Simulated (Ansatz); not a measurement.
The same calculation of BN, space group Fmm2 as a Python script and as an input file (the Ansatz DFT code, driven from Python).

The script, `bn.py`:
```python
"""Projected density of states of BN."""

from dataclasses import dataclass
import warnings

import ansatz as az
import numpy as np


@dataclass(frozen=True)
class Settings:
    functional: str = "PBEsol"
    kmesh: tuple[int, ...] = (10, 10, 10)
    tolerance: float = 1e-10
    extra_bands: int = 10


settings = Settings()

warnings.simplefilter("ignore", az.DeckWarning)

vectors = np.array([
    [0.0, 3.49531583, 2.16609124],
    [1.2516321, 0.0, 2.16609124],
    [1.2516321, 3.49531583, 0.0],
])
cell = (
    az.Lattice.of(vectors)
    .atom("B", [4.865e-05, 4.865e-05, 0.99995135])
    .atom("N", [2 / 3, 2 / 3, 1 / 3])
)

base = (
    cell.calculation()
    .functional(settings.functional)
    .kpoints(*settings.kmesh)  # the mesh must be finer for metals
    .occupations(az.OccupationsMethod.FIXED)
    .scf(tolerance=settings.tolerance)
    .scf(extra_bands=settings.extra_bands)
    .density_of_states(projected=True, energy_step=0.1)
)
session = base.session()
planned = session.plan(threads=1)
outcome = planned.execute()
report = outcome.report

dos = outcome.density_of_states()
energy = np.asarray(dos.energies_ev) - dos.fermi_ev
curves = {}
for site in outcome.projected_density_of_states().sites:
    for shell in site.shells:
        weight = sum(np.sum(curve.g_bin_mean_per_ev, axis=0) for curve in shell.curves)
        name = f"{site.species} {shell.label}"
        curves[name] = curves.get(name, 0) + weight

print("E-EF   " + " ".join(f"{name:>8s}" for name in curves))
for e in np.arange(-8, 6 + 0.1, 0.5):
    print(f"{e:5.1f}  " + " ".join(f"{np.interp(e, energy, g):8.3f}" for g in curves.values()))
```

Output of `python bn.py`:
```text
E-EF       B 2S     B 2P     N 2S     N 2P
 -8.0     0.108    0.189    0.026    0.570
 -7.5     0.053    0.060    0.020    0.247
 -7.0     0.041    0.050    0.020    0.208
 -6.5     0.066    0.065    0.017    0.285
 -6.0     0.065    0.104    0.017    0.342
 -5.5     0.061    0.179    0.017    0.441
 -5.0     0.046    0.229    0.013    0.485
 -4.5     0.040    0.311    0.008    0.646
 -4.0     0.028    0.341    0.010    0.699
 -3.5     0.030    0.270    0.011    0.664
 -3.0     0.013    0.217    0.005    0.508
 -2.5     0.009    0.236    0.003    0.599
 -2.0     0.005    0.186    0.002    0.546
 -1.5     0.000    0.152    0.000    0.538
 -1.0     0.000    0.125    0.000    0.667
 -0.5     0.000    0.039    0.000    0.385
  0.0     0.000    0.001    0.000    0.040
  0.5     0.000    0.000    0.000    0.000
  1.0     0.000    0.000    0.000    0.000
  1.5     0.000    0.000    0.000    0.000
  2.0     0.000    0.000    0.000    0.000
  2.5     0.000    0.000    0.000    0.000
  3.0     0.000    0.000    0.000    0.000
  3.5     0.000    0.000    0.000    0.000
  4.0     0.000    0.009    0.000    0.002
  4.5     0.000    0.192    0.000    0.020
  5.0     0.007    0.744    0.006    0.109
  5.5     0.014    0.380    0.013    0.085
  6.0     0.018    0.286    0.019    0.084
```

`input.yaml`:
```yaml
crystal:
  lattice:
    - [0.0, 3.49531583, 2.16609124]
    - [1.2516321, 0.0, 2.16609124]
    - [1.2516321, 3.49531583, 0.0]
  atoms:
    - { symbol: B, position: [4.865e-05, 4.865e-05, 0.99995135] }
    - { symbol: "N", position: [0.6666666666666666, 0.6666666666666666, 0.3333333333333333] }
kpoints:
  mp_grid:
    grid: [10, 10, 10]
hamiltonian:
  xc: pbesol
scf:
  n_extra_bands: 10
  convergence:
    dr2_threshold: 1.0e-10
  occupations:
    method: fixed
output:
  dos:
    de: 0.1
    projected: true
```

What to keep in mind:
- Semilocal gaps usually lie well under measured ones.
- With fixed filling the reported Fermi level is the top filled level among the k-points of the SCF.
- The crystal has a gap of about 3.80 eV on the mesh; bins of finite width blur the band edges.
- The structure comes from a database of computed cells and needn't be a stable or known phase.
- Curves are summed over the cell's atoms. Only shells that the potentials hold have channels, so projections don't add up to the total, least of all where a shell is missing (p of most metals); heights and places of peaks move with the mesh.
- The density of states is complete only as far up as bands were computed.
- Finished in 9.9 s on 1 thread of Arm Neoverse N1, with other jobs on the host, peak memory 0.37 GiB.
